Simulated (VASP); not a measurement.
Write the native input for VASP 6.6.1 that does the following.

```
Task                   : band structure
Functional             : TB-mBJ
Potentials or basis    : VASP PAW PBE potentials, release 64 (Zr_sv)
Cutoff                 : 520 eV
k mesh                 : 7 × 7 × 7
Occupations            : fermi-dirac, width 0.05 eV
Spin                   : spin-orbit coupling, no magnetisation
Further INCAR settings : ALGO = Normal; EDIFF = 1e-06
```

The system is Zr.

```
CELL_PARAMETERS angstrom
-1.81000 1.81000 1.81000
1.81000 -1.81000 1.81000
1.81000 1.81000 -1.81000
ATOMIC_POSITIONS crystal
Zr 0.00000 0.00000 0.00000
```

This isn't the form of Zr at room conditions, which is hcp.

One way to write it, as run:

POSCAR

```
Zr
1.0
   -1.8100000000      1.8100000000      1.8100000000
    1.8100000000     -1.8100000000      1.8100000000
    1.8100000000      1.8100000000     -1.8100000000
Zr
1
Direct
    0.0000000000      0.0000000000      0.0000000000
```

INCAR.step1

```
ALGO = Normal ; EDIFF = 1E-5
ENCUT = 520 ; GGA = PE
GGA_COMPAT = F ; ISIF = 2
ISMEAR = -1 ; LASPH = T
LCHARG = F ; LMAXMIX = 4
LORBIT = 11 ; LREAL = F
LSORBIT = T ; LWAVE = T
MAGMOM = 0 0 0 ; NELM = 80
PREC = Accurate ; SIGMA = 0.05
```

INCAR.step2

```
ALGO = Normal ; EDIFF = 1E-6
ENCUT = 520 ; GGA_COMPAT = F
ISIF = 2 ; ISMEAR = -1
ISTART = 1 ; LASPH = T
LCHARG = F ; LMAXMIX = 4
LORBIT = 11 ; LREAL = F
LSORBIT = T ; LWAVE = F
MAGMOM = 0 0 0 ; METAGGA = MBJ
NELM = 80 ; PREC = Accurate
SIGMA = 0.05
```

KPOINTS

```
k-points
0
Gamma
  7 7 7
```

KPOINTS_OPT

```
path GHNGPH,PN
15
line-mode
reciprocal
 0.0000000000  0.0000000000  0.0000000000  G
 0.5000000000 -0.5000000000  0.5000000000  H

 0.5000000000 -0.5000000000  0.5000000000  H
 0.0000000000  0.0000000000  0.5000000000  N

 0.0000000000  0.0000000000  0.5000000000  N
 0.0000000000  0.0000000000  0.0000000000  G

 0.0000000000  0.0000000000  0.0000000000  G
 0.2500000000  0.2500000000  0.2500000000  P

 0.2500000000  0.2500000000  0.2500000000  P
 0.5000000000 -0.5000000000  0.5000000000  H

 0.2500000000  0.2500000000  0.2500000000  P
 0.0000000000  0.0000000000  0.5000000000  N
```

Potentials or basis: VASP PAW PBE potentials, release 64 (Zr_sv).

Launch:

```console
$ cat potpaw_PBE.64/Zr_sv/POTCAR > POTCAR
$ cp INCAR.step1 INCAR
$ mpirun -np 1 vasp_ncl > vasp.out
$ cp INCAR.step2 INCAR
$ mpirun -np 1 vasp_ncl > vasp.out
```

Results of the run:

- Valence electrons inside the program's atomic spheres: Zr 9.93

It took 48 s on 1 thread of Intel(R) Xeon(R) 6975P-C (Granite Rapids), with other jobs on the host, peak memory 0.22 GiB.
